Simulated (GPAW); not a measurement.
# AlNi (Cmmm) in GPAW: equation of state

Aim: energy against volume of AlNi in PBEsol, for its equilibrium volume and stiffness.

All numbers are computed with GPAW 26.7.0; they aren't measurements. Logs are shortened: lines on timing, memory, paths and dates and some standing lists are left out, and cuts for length are marked. The log counts tension as positive stress, the text compression.

### 1 The crystal as given

The structure is orthorhombic, space group Cmmm (No. 65). Conventional cell: a = 3.877 Å, b = 3.906 Å, c = 3.099 Å, α = 90.00°, β = 90.00°, γ = 90.00°. Ni (site symmetry mmm) has 8 Al at 2.48 to 2.49 Å and 4 Ni at 2.75 Å as nearest neighbours. Al (site symmetry mmm) has 8 Ni at 2.48 to 2.49 Å and 4 Al at 2.75 Å as nearest neighbours.

The cell comes from a database or a generator and needn't be the stable form of this composition.

### 2 Equation of state, PBEsol, collinear spin, ferromagnetic start

run.py reads:

```python
from ase import Atoms
from ase.eos import EquationOfState
from ase.io import Trajectory
from ase.units import GPa
from ase.parallel import parprint
from gpaw import GPAW, PW, setup_paths

setup_paths.insert(0, '.')

atoms = Atoms(['Ni', 'Al'],
              cell=[[1.938694, -1.95319015, 0.0],
                    [1.938694, 1.95319015, 0.0],
                    [0.0, 0.0, 3.0994300413]],
              scaled_positions=[[0.5, 0.5, 0.5],
                                [0.0, 0.0, 0.0]],
              pbc=True)
atoms.set_initial_magnetic_moments([1.0, 0.0])

traj = Trajectory('eos.traj', 'w')
volumes, energies = [], []
for x in [0.94, 0.96, 0.98, 1.0, 1.02, 1.04, 1.06]:
    a = atoms.copy()
    a.set_cell(atoms.cell * x**(1 / 3), scale_atoms=True)
    calc = GPAW(mode=PW(600),
                xc='PBEsol',
                kpts={'size': (10, 10, 9), 'gamma': True},
                occupations={'name': 'fermi-dirac', 'width': 0.05},
                nbands=20,
                convergence={'density': 1e-05, 'energy': 1e-05},
                maxiter=150,
                txt=f'eos-{x:.2f}.txt')
    a.calc = calc
    energies.append(a.get_potential_energy(force_consistent=True))
    volumes.append(a.get_volume())
    p = -a.get_stress()[:3].mean() / GPa
    calc.write(f'eos-{x:.2f}.gpw')
    traj.write(a)
    parprint(f'{x:.2f} {volumes[-1]:10.4f} A^3 {energies[-1]:14.6f} eV {p:9.3f} GPa', flush=True)

v0, e0, B = EquationOfState(volumes, energies, eos='birchmurnaghan').fit()
parprint(f'V0 = {v0:.4f} A^3, E0 = {e0:.6f} eV, B0 = {B / GPa:.2f} GPa')
```

Potentials or basis: PAW data sets generated in the run's folder for this functional, pw.

Run with:

```bash
$ gpaw-setup -f PBEsol Al Ni
$ OMP_NUM_THREADS=1 mpirun -n 4 gpaw python run.py
```

The program printed:

```text
__  _  _
 | _ |_)|_||  |
 |__||  | ||/\| - 26.7.0

Input parameters:
  mode=PW(ecut=600.0),
  convergence={'density': 1e-05, 'energy': 1e-05},
  kpts=MonkhorstPack(size=(10, 10, 9), gamma=True),
  maxiter=150,
  nbands=20,
  occupations=Occupations(name='fermi-dirac', width=0.05),
  xc=XC(name='PBEsol')

Diagonalizing LCAO Hamiltonian
Converting LCAO to pw mode

           Ni
       Al

Atoms  # Å, Bohr magnetons
|   | symbol |        x |         y |        z |    initial magnetic moments |
|---|--------|----------|-----------|----------|-----------------------------|
| 0 |     Ni | 1.899118 | -0.000000 | 1.518079 | ( 0.0000,  0.0000,  1.0000) |
| 1 |     Al | 0.000000 |  0.000000 | 0.000000 | ( 0.0000,  0.0000,  0.0000) |

Unit cell  # Å
| periodic |        x |         y |        z |  lengths |    angles |
|----------|----------|-----------|----------|----------|-----------|
|      yes | 1.899118 | -1.913318 | 0.000000 | 2.695818 | 90.000000 |
|      yes | 1.899118 |  1.913318 | 0.000000 | 2.695818 | 90.000000 |
|      yes | 0.000000 |  0.000000 | 3.036159 | 3.036159 | 90.426819 |

Number of symmetries: 8
Symmetry operations  # r_c * U_cc + t_c -> r_c
|   | kind |            matrix            |
|---|------|------------------------------|
| 0 |  E   |  1, 0, 0,  0, 1, 0,  0, 0, 1 |
| 1 |  σ   |  1, 0, 0,  0, 1, 0,  0, 0,-1 |
| 2 |  σ   |  0, 1, 0,  1, 0, 0,  0, 0, 1 |
| 3 |  C2  |  0, 1, 0,  1, 0, 0,  0, 0,-1 |
| 4 |  σ   |  0,-1, 0, -1, 0, 0,  0, 0, 1 |
| 5 |  C2  |  0,-1, 0, -1, 0, 0,  0, 0,-1 |
| 6 |  C2  | -1, 0, 0,  0,-1, 0,  0, 0, 1 |
| 7 |  i   | -1, 0, 0,  0,-1, 0,  0, 0,-1 |

BZ-sampling:
  Number of BZ points: 900
  Number of IBZ points: 155

  Monkhorst-Pack size: [10, 10, 9]
  Monkhorst-Pack shift: [0.05, 0.05, 0.0]

K-points  # in reciprocal-cell coordinates
|     |                                coordinates |     weight |
|-----|--------------------------------------------|------------|
|   0 | (  0.00000000,   0.00000000,   0.00000000) | 0.00111111 |
|   1 | (  0.00000000,   0.00000000,   0.11111111) | 0.00222222 |
|   2 | (  0.00000000,   0.00000000,   0.22222222) | 0.00222222 |
|   3 | (  0.00000000,   0.00000000,   0.33333333) | 0.00222222 |
|   4 | (  0.00000000,   0.00000000,   0.44444444) | 0.00222222 |
|   5 | (  0.10000000,  -0.10000000,   0.00000000) | 0.00222222 |
|   6 | (  0.10000000,  -0.10000000,   0.11111111) | 0.00444444 |
|   7 | (  0.10000000,  -0.10000000,   0.22222222) | 0.00444444 |
|   8 | (  0.10000000,  -0.10000000,   0.33333333) | 0.00444444 |
|   9 | (  0.10000000,  -0.10000000,   0.44444444) | 0.00444444 |
| ... |                                            |            |
| 154 | (  0.50000000,   0.50000000,   0.44444444) | 0.00222222 |

Plane wave coefficients: 754
Cutoff: 600.0 eV

Spin-components: 2 (collinear spins)
Bands:           20
Projectors:      11
Spin-degeneracy: 1
Datatype:        complex128

Parallelization:
  kpt:    4
  domain: 1
  band:   1

Density:
  Valence electrons: 19.0
  Components: 2
  Grid points: [16 16 18]
  Charge: 0.0  # |e|

Potential:
  Grid points: [16 16 18]

species:
  Ni:
    name:    Nickel
    Z:       28.0
    valence: 16
    core:    12
    charge:  0.0  # [|e|]
    compensation charges:
      type: gauss
      rc: 0.36  # [Å]
      lmax: 2
    cutoffs:
      filter: 2.14  # [Å]
      core: 1.98  # [Å]
    projectors
    | kind |    occ | energy [eV] | rcut [Å] |
    |------|--------|-------------|----------|
    |   4s |  2.000 |      -5.661 |    1.164 |
    |   3p |  6.000 |     -71.261 |    1.207 |
    |   4p |  0.000 |      -1.193 |    1.207 |
    |   3d |  8.000 |      -8.901 |    1.138 |
    |    s |        |      21.550 |    1.164 |
    |    d |        |      18.310 |    1.138 |

    Using partial waves for Ni as LCAO basis

  Al:
    name:    Aluminium
    Z:       13.0
    valence: 3
    core:    10
    charge:  0.0  # [|e|]
    compensation charges:
      type: gauss
      rc: 0.34  # [Å]
      lmax: 2
    cutoffs:
      filter: 1.91  # [Å]
      core: 2.36  # [Å]
    projectors
    | kind |    occ | energy [eV] | rcut [Å] |
    |------|--------|-------------|----------|
    |   3s |  2.000 |      -7.715 |    1.085 |
    |   3p |  1.000 |      -2.689 |    1.085 |
    |    s |        |      19.497 |    1.085 |
    |    p |        |      24.522 |    1.085 |
    |    d |        |       0.000 |    1.085 |

    Using partial waves for Al as LCAO basis

Reference energy: -47922.716557  # eV

eigensolver:
  PPCG
  Converge bands: occupied
  niter=2

density mixing:
  MSR1-Mixer
  Pratt-step length: 0.05
  Maximum mixing coefficient: 0.75
  Old densities: 10
  SVD Regularization: 0.005
  Good broyden scale: 1.0
  Trust region scale: 1.0
  Backstep threshold: 4.0
  History deletion threshold: 6.0
  Fourier metric: weight=20.0, sigma=0.015

occupation numbers:
  Fermi-Dirac:
    width: 0.0500  # eV

poisson solver:
  ecut: 4800.0  # eV

xc functional:
  name: PBEsol with 2 nearest neighbor stencil

convergence criteria:
- Maximum integral of absolute [dens]ity change: 1e-05 electrons / valence electron
- Maximum [total energy] change in last 3 cyles: 1e-05 eV / valence electron
- Maximum integral of absolute [eigenst]ate change: 4e-08 eV^2 / valence electron
maximum number of iterations: 150

SCF iterations
|iter     | |      energy | eigst |  dens |  magmom |
|---------|-|-------------|-------|-------|---------|
|iter:   1| |  -13.201767 | +0.39 |       |  +1.0022|
|iter:   2| |  -13.122820 | -2.44 | -1.07 |  +0.9615|
|iter:   3| |  -13.170483 | -2.60 | -1.13 |  +0.6799|
|iter:   4| |  -13.251386 | -2.34 | -1.35 |  +0.3019|
|iter:   5| |  -13.265927 | -3.32 | -1.80 |  +0.1096|
|iter:   6| |  -13.267814 | -4.22 | -2.12 |  +0.0099|
|iter:   7| |  -13.268534 | -4.93 | -2.59 |  +0.0067|
|iter:   8| |  -13.268650 | -5.18 | -2.77 |  -0.0002|
|iter:   9| |  -13.268656c| -7.15 | -3.66 |  +0.0004|
|iter:  10| |  -13.268659c| -7.76c| -4.10 |  +0.0001|
|iter:  11| |  -13.268659c| -7.89c| -4.88 |  +0.0001|
|iter:  12| |  -13.268659c| -8.81c| -5.35c|  +0.0000|

Converged in 12 steps
Energy contributions relative to reference atoms: (reference = -47922.716557)

Energy contributions:
  Kinetic:          19.110993
  Coulomb:         -12.631216
  Zero:              0.069032
  External:          0.000000
  Xc:              -19.813638
  Entropy:          -0.007660
  Spinorbit:         0.000000
  ----------------------------
  Free energy:     -13.272489
  Extrapolated:    -13.268659

dipole moment: (-6.491275, 0.000000, -5.188868)  # |e|*Ang

Total magnetic moment: (0.000000, 0.000000, 0.000015)

Local magnetic moments
|        x |        y |        z |
|----------|----------|----------|
| 0.000000 | 0.000000 | 0.000002 |  # Ni   0
| 0.000000 | 0.000000 | 0.000006 |  # Al   1

Fermi level: 9.957
Eigenvalues  # (at kpt = [0.000, 0.000, 0.000])
| band index |      eig [eV] | occ [0-1] |      eig [eV] | occ [0-1] |
|------------|---------------|-----------|---------------|-----------|
|          0 |       -53.853 |     1.000 |       -53.853 |     1.000 |
|          1 |       -53.813 |     1.000 |       -53.813 |     1.000 |
|          2 |       -53.808 |     1.000 |       -53.808 |     1.000 |
|          3 |        -1.875 |     1.000 |        -1.875 |     1.000 |
|          4 |         6.150 |     1.000 |         6.150 |     1.000 |
|          5 |         6.308 |     1.000 |         6.308 |     1.000 |
[... 9 lines left out ...]
|         15 |        31.074 |     0.000 |        31.074 |     0.000 |
|         16 |        31.080 |     0.000 |        31.080 |     0.000 |
|        ... |               |           |               |           |
|         19 |        34.251 |     0.000 |        34.252 |     0.000 |

No gap
No difference between direct/indirect transitions

Stress tensor  # eV/Ang^3
|         x |         y |         z |
|-----------|-----------|-----------|
| -0.113594 |  0.000000 |  0.000000 |
|  0.000000 | -0.101309 |  0.000000 |
|  0.000000 |  0.000000 | -0.056486 |

# Writing to eos-0.94.gpw (mode='')
```

It took 2.2 min on 4 MPI ranks of Arm Neoverse V2, shared host; peak memory 0.3 GiB.

What came out:

- Equilibrium volume: 11.85 Å³/atom
- Bulk modulus at fixed shape and positions: 174 GPa
- Pressure derivative of the bulk modulus: 4.3

Energy against volume, from the lowest point:
| volume (Å³/atom) | energy (meV/atom) |
| --- | --- |
| 11.032 | 34.22 |
| 11.267 | 16.46 |
| 11.502 | 5.27 |
| 11.736 | 0.00 |
| 11.971 | 0.04 |
| 12.206 | 4.87 |
| 12.441 | 14.00 |

Caveat: the stock nickel data set gives pressures a few GPa off other programs; the cell was scaled at fixed shape and fractional positions, which overstates the stiffness of a crystal with free parameters, most of all of layers and chains.
